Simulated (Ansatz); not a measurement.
# SiGe4: the cost of one run

Program: Ansatz 0.2.0. Level of theory: DFT PBE, scalar-relativistic, plane waves, PAW. These are calculated values, not measurements.

### 1 The starting structure

The structure is trigonal, space group R-3m (No. 166). Conventional cell: a = 2.967 Å, b = 2.967 Å, c = 36.337 Å, α = 90.00°, β = 90.00°, γ = 120.00°. Si (site symmetry -3m) is surrounded by 6 Si at 2.97 Å and 6 Ge at 2.97 Å. Ge (site symmetry 3m) has 9 Ge at 2.97 Å and 3 Si at 2.97 Å as nearest neighbours. Around Ge (site symmetry 3m) lie 12 Ge at 2.97 Å.

Structure file:

```cif
data_structure
_symmetry_space_group_name_H-M 'P 1'
_symmetry_Int_Tables_number 1
_cell_length_a 12.2328
_cell_length_b 12.2328
_cell_length_c 12.2328
_cell_angle_alpha 13.931
_cell_angle_beta 13.931
_cell_angle_gamma 13.931
_cell_volume 92.33
loop_
_atom_site_label
_atom_site_type_symbol
_atom_site_fract_x
_atom_site_fract_y
_atom_site_fract_z
_atom_site_occupancy
Si1 Si 0.00000 0.00000 0.00000 1
Ge1 Ge 0.60000 0.60000 0.60000 1
Ge2 Ge 0.20000 0.20000 0.20000 1
Ge3 Ge 0.80000 0.80000 0.80000 1
Ge4 Ge 0.40000 0.40000 0.40000 1
```

The start is an ordering of an alloy on its end members' structure types: elements ordered on the sites of the Ru type, Si/Ge on Ru (R-3m, No. 166).

### 2 Probe: one point on a coarse mesh

input.yaml

```yaml
crystal:
  lattice:
    - [1.48344508, 0.85646742, 12.11227838]
    - [-1.48344508, 0.85646742, 12.11227838]
    - [0.0, -1.71293484, 12.11227838]
  atoms:
    - { symbol: Si, position: [0.0, 0.0, 0.0] }
    - { symbol: Ge, position: [0.6, 0.6, 0.6] }
    - { symbol: Ge, position: [0.2, 0.2, 0.2] }
    - { symbol: Ge, position: [0.8, 0.8, 0.8] }
    - { symbol: Ge, position: [0.4, 0.4, 0.4] }
basis:
  ecutwfc: 420
kpoints:
  mp_grid: { grid: [6, 6, 6] }
hamiltonian:
  xc: pbe
scf:
  occupations: { method: gaussian, width: 0.1 }
  lower_state_search: "off"
output:
  forces: true
  stress: true
  eigenvalues: true
```

The run is started by

```bash
> ansatz run input.yaml --threads 1 --pin off --max-ram 2560MiB --backend cpu --events-out ev --progress --plain --runs-dir out
```

What time and memory should one allow on 1 thread of Intel Xeon at 2.70GHz, shared host?

About 5.5 s, with a peak of 0.4 GiB.
